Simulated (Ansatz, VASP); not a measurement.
**One calculation of Si2Mo (nc), two programs**

File INCAR:

```
  PREC = Accurate
  ENCUT = 520
  EDIFF = 1E-7
  ISMEAR = 0
  SIGMA = 0.1
  LREAL = F
  LASPH = T
  NELM = 100
  ALGO = Fast
  ISIF = 2
  LWAVE = F
  LCHARG = T
  GGA = PE
  LELF = T
  LVHAR = T
  NBANDS = 18
```

KPOINTS

```
regular mesh
0
Gamma
  8 8 8
```

The input POSCAR:

```
Si2Mo
1.0
   -1.6000000000      1.6000000000      3.9305000000
    1.6000000000     -1.6000000000      3.9305000000
    1.6000000000      1.6000000000     -3.9305000000
Si Mo
2 1
Direct
    0.3330000000      0.3330000000      0.0000000000
    0.6670000000      0.6670000000      0.0000000000
    0.0000000000      0.0000000000      0.0000000000
```

Input for Ansatz:

```yaml
crystal:
  lattice:
    - [-1.6, 1.6, 3.9305]
    - [1.6, -1.6, 3.9305]
    - [1.6, 1.6, -3.9305]
  atoms:
    - { symbol: Si, position: [0.333, 0.333, 0.0] }
    - { symbol: Si, position: [0.667, 0.667, 0.0] }
    - { symbol: Mo, position: [0.0, 0.0, 0.0] }
basis: {}
kpoints:
  mp_grid: { grid: [8, 8, 8] }
hamiltonian:
  xc: pbe
  pseudopotentials: { kind: nc }
scf:
  occupations: { method: gaussian, width: 0.1 }
output:
  forces: true
  stress: true
  eigenvalues: true
```

Alike in both runs: task single point; functional PBE; k mesh 8 × 8 × 8; occupations gaussian, width 0.1 eV; no spin polarisation.

|  | VASP | Ansatz |
| --- | --- | --- |
| version | VASP 6.6.1 | Ansatz 0.2.0 |
| potentials or method | VASP PAW PBE potentials, release 64 (Si, Mo_sv) | scalar-relativistic, plane waves, norm-conserving pseudopotentials |
| plane-wave cutoff (eV) | 520 | 1088 |
| valence electrons in the cell | 22 | 22 |

```csv
,VASP,Ansatz,Ansatz less VASP
gap on the k mesh at the Fermi level (eV),none,none,-
pressure (GPa),2.4,2.3,-0.11
largest component of the traceless stress (GPa),1.05,1.02,-0.022
rms of the force components (eV/Å),0.148,0.149,+0.0010
```

Atom by atom the forces differ by 0.001 eV/Å (rms over components). A gap of «none» marks a metal or a gap that the smearing closes.
